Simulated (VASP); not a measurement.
Results of a VASP single-point calculation on SrO (rocksalt)

POSCAR

```
Sr O
 1.0000000000000000
     0.0000000000000000    2.5798923258751905    2.5798923258751905
     2.5798923258751905    0.0000000000000000    2.5798923258751905
     2.5798923258751905    2.5798923258751905    0.0000000000000000
 Sr  O
   1   1
Cartesian
 -0.0000000000000000 -0.0000000000000000 -0.0000000000000000
  2.5798923258751905  2.5798923258751905  2.5798923258751905
```

```json
{
 "gap between bands v and c": "3.27 eV",
 "least direct gap": "3.37 eV"
}
```

Band v is the last that the valence electrons fill when counted band by band, and c is the next. Levels in eV from the top of v:

```tsv
point	v−1	v	c	c+1
Γ	0.00	0.00	3.91	6.19
X	-0.09	-0.09	3.27	7.73
K	-0.57	-0.49	4.77	7.86
L	-1.12	-1.12	6.51	8.37
W	-0.45	-0.45	5.99	5.99
```

Which of these levels of theory gave these results?
A. HSE06
B. PBE0
C. PBE with spin–orbit coupling
D. PBEsol
E. PBE
F. r²SCAN
G. LDA

E.

The INCAR was:

```
LWAVE = .FALSE.
PREC = Accurate
GGA = PE
ISMEAR = -1
IBRION = -1
NELM = 120
EDIFF = 1E-7
SIGMA = 0.02
NBANDS = 15
LCHARG = .FALSE.
NSW = 0
ENCUT = 520
LREAL = .FALSE.
ISIF = 2
LASPH = .TRUE.
```
